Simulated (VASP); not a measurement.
Write the native input for VASP 6.6.1 that does the following.

```
Task                   : band structure
Functional             : LDA
Potentials or basis    : VASP PAW LDA potentials, release 64 (Zr_sv, O)
Cutoff                 : 450 eV
k mesh                 : 10 × 10 × 8
Occupations            : gaussian, width 0.02 eV
Spin                   : no spin polarisation
Further INCAR settings : ALGO = Normal; EDIFF = 1e-06
```

The system is ZrO2.

```
CELL_PARAMETERS angstrom
3.62152 0.00000 0.00000
0.00000 3.62152 0.00000
0.00000 0.00000 5.27704
ATOMIC_POSITIONS crystal
Zr 0.00000 0.00000 0.00000
Zr 0.50000 0.50000 0.50000
O 0.00000 0.50000 0.30620
O 0.00000 0.50000 0.80620
O 0.50000 0.00000 0.69380
O 0.50000 0.00000 0.19380
```

The cell is a database's computed one.

These files were run (other wordings do the same):

POSCAR

```
ZrO2                                    
1.0
    3.6215151798      0.0000000000      0.0000000000
    0.0000000000      3.6215151798      0.0000000000
    0.0000000000      0.0000000000      5.2770352118
  Zr              O             
     2     4
Direct
     0.0000000000000000    0.0000000000000000    0.0000000000000000
     0.5000000000000000    0.5000000000000000    0.5000000000000000
     0.0000000000000000    0.5000000000000000    0.3061987805230970
     0.0000000000000000    0.5000000000000000    0.8061987805230970
     0.5000000000000000    0.0000000000000000    0.6938012194769030
     0.5000000000000000    0.0000000000000000    0.1938012194769030
```

INCAR.step1

```
PREC = Accurate
ENCUT = 450
EDIFF = 1E-6
ISMEAR = 0
SIGMA = 0.02
LREAL = F
LASPH = T
NELM = 120
ALGO = Normal
ISIF = 2
LWAVE = F
LCHARG = T
LMAXMIX = 4
GGA = CA
KPAR = 4
```

KPOINTS.step1

```
regular mesh
0
Gamma
  10 10 8
```

INCAR.step2

```
PREC = Accurate
ENCUT = 450
EDIFF = 1E-6
ISMEAR = 0
SIGMA = 0.05
LREAL = F
LASPH = T
NELM = 120
ALGO = Normal
ISIF = 2
LWAVE = F
LCHARG = F
LMAXMIX = 4
GGA = CA
KPAR = 4
ICHARG = 11
```

KPOINTS.step2

```
path GXMGZRAZ,XR,MA
20
line-mode
reciprocal
 0.0000000000  0.0000000000  0.0000000000  G
 0.0000000000  0.5000000000  0.0000000000  X

 0.0000000000  0.5000000000  0.0000000000  X
 0.5000000000  0.5000000000  0.0000000000  M

 0.5000000000  0.5000000000  0.0000000000  M
 0.0000000000  0.0000000000  0.0000000000  G

 0.0000000000  0.0000000000  0.0000000000  G
 0.0000000000  0.0000000000  0.5000000000  Z

 0.0000000000  0.0000000000  0.5000000000  Z
 0.0000000000  0.5000000000  0.5000000000  R

 0.0000000000  0.5000000000  0.5000000000  R
 0.5000000000  0.5000000000  0.5000000000  A

 0.5000000000  0.5000000000  0.5000000000  A
 0.0000000000  0.0000000000  0.5000000000  Z

 0.0000000000  0.5000000000  0.0000000000  X
 0.0000000000  0.5000000000  0.5000000000  R

 0.5000000000  0.5000000000  0.0000000000  M
 0.5000000000  0.5000000000  0.5000000000  A
```

Potentials or basis: VASP PAW LDA potentials, release 64 (Zr_sv, O).

The run is started by

```console
$ cat potpaw_LDA.64/Zr_sv/POTCAR potpaw_LDA.64/O/POTCAR > POTCAR
$ cp INCAR.step1 INCAR
$ cp KPOINTS.step1 KPOINTS
$ mpirun -np 4 vasp_std > vasp.out
$ cp INCAR.step2 INCAR
$ cp KPOINTS.step2 KPOINTS
$ mpirun -np 4 vasp_std > vasp.out
```

It gave:

* Band gap on the k mesh: 3.92 eV, indirect (least direct gap 4.02 eV)
* Band gap along the path: 3.91 eV, indirect (least direct gap 4.02 eV)

Caveat: the log is that of the step along the path at fixed density, whose energy, stress, charges and moments have no meaning.

Run time: 88 s on 4 MPI ranks on Intel(R) Xeon(R) Platinum 8259CL CPU @ 2.50GHz (Skylake/Cascade Lake) (shared host), peak memory 0.3 GiB a rank.
